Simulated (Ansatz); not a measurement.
**SiO2 with nitrogen replacing Si: field gradients at two levels of theory**

Cell: a supercell of SiO2 (space group I-42d) built from a Materials Project structure (computed, not necessarily an observed phase), with the ions relaxed around the defect (PBE).

Space group P-4 (No. 81); a = 7.0068, c = 7.3113 Å.

```
site  Wyckoff  site symmetry       x       y       z
   N       1a           -4..  0.0000  0.0000  0.0000
 Si2       2g            2..  0.5000  0.0000  0.4969
 Si4       1c           -4..  0.5000  0.5000  0.0000
 Si5       4h              1  0.2359  0.2439  0.2397
  O9       4h              1  0.1597  0.0450  0.1083
 O10       4h              1  0.6755  0.0694  0.6288
 O11       4h              1  0.1597  0.5901  0.6400
 O12       4h              1  0.6810  0.5866  0.1135
```

One atom of each set is listed; the run and its k-mesh use a cell of 24 atoms with edges of 7.31, 7.01, 10.13 Å.

First run. Computed with Ansatz: DFT, PBE, plane waves and PAW, scalar-relativistic, 420 eV cutoff, Γ-centred 4×4×4 k-points, Fermi–Dirac smearing 0.01 eV, cell charge +1.

```
site  V_zz (10²¹ V/m²)     η
   N             -0.36  0.00
 Si2              2.09  0.22
 Si4              1.92  0.00
 Si5              3.72  0.25
  O9              26.8  0.28
 O10             10.32  0.24
 O11             10.42  0.26
 O12             10.19  0.05
```

Second run. The same atoms and settings, except that the functional is r2SCAN and the cutoff is 500 eV.

Task: Given the first result, estimate the second.

Result: 

| site | V_zz | η | change of V_zz |
| --- | --- | --- | --- |
| N | -0.34 | 0.00 | +0.02 |
| Si2 | 2.09 | 0.22 | 0.00 |
| Si4 | 1.96 | 0.00 | +0.04 |
| Si5 | 3.80 | 0.23 | +0.08 |
| O9 | 27.8 | 0.28 | +0.97 |
| O10 | 10.24 | 0.25 | -0.08 |
| O11 | 10.36 | 0.26 | -0.06 |
| O12 | 10.12 | 0.04 | -0.07 |

The largest change of V_zz is on O9, from 26.8 to 27.8. In per cent, |V_zz| changes by 0 to +2 on Si, -1 to +4 on O (all sites that start above 0.5).

The defect repeats with the cell of 24 atoms, so it feels its images: sites between two images don't show the values beside a lone defect, and zeros or small values of η there can come from the images' arrangement. O and Si carry a gradient in the pure host already, so the values there aren't the defect's effect alone. The relaxation keeps the site symmetry -4 of the start, so the impurity can't leave its site; a start off the site could end lower. A uniform background compensates the cell's charge.
For the second run: The cell keeps the host's lattice, where the r2SCAN pressure is -7 GPa (in a charged cell this depends on the convention for the mean potential).
